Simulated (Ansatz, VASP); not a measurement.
# Sr: VASP beside Ansatz

```xyz
2
Lattice="4.3100 0.0000 0.0000 -2.1550 3.7326 0.0000 0.0000 0.0000 7.0500" Properties=species:S:1:pos:R:3 pbc="T T T"
Sr    2.1539    1.2419    5.2981
Sr    0.0487    2.5038    1.7043
```

Change from the starting cell: atoms moved at random, drawn with an rms of 0.05 Å.

Alike in both runs: task single point; functional PBE; k mesh 7 × 7 × 4; occupations fermi-dirac, width 0.05 eV; no spin polarisation.

```csv
,VASP,Ansatz
version,VASP 6.6.1,Ansatz 0.2.0
potentials or method,"VASP PAW PBE potentials, release 64 (Sr_sv)",Ansatz PAW
plane-wave cutoff (eV),520,420
valence electrons in the cell,20,20
```

VASP gave:

- gap on the k mesh at the Fermi level (eV): none
- pressure (GPa): -0.2
- largest component of the traceless stress (GPa): 0.32
- rms of the force components (eV/Å): 0.052

Question: Which values does Ansatz return?

Answer: gap on the k mesh at the Fermi level (eV): none; pressure (GPa): -0.3; largest component of the traceless stress (GPa): 0.32; rms of the force components (eV/Å): 0.052.

Atom by atom the forces differ by 0.000 eV/Å (rms over components). A gap of «none» marks a metal or a gap that the smearing closes.
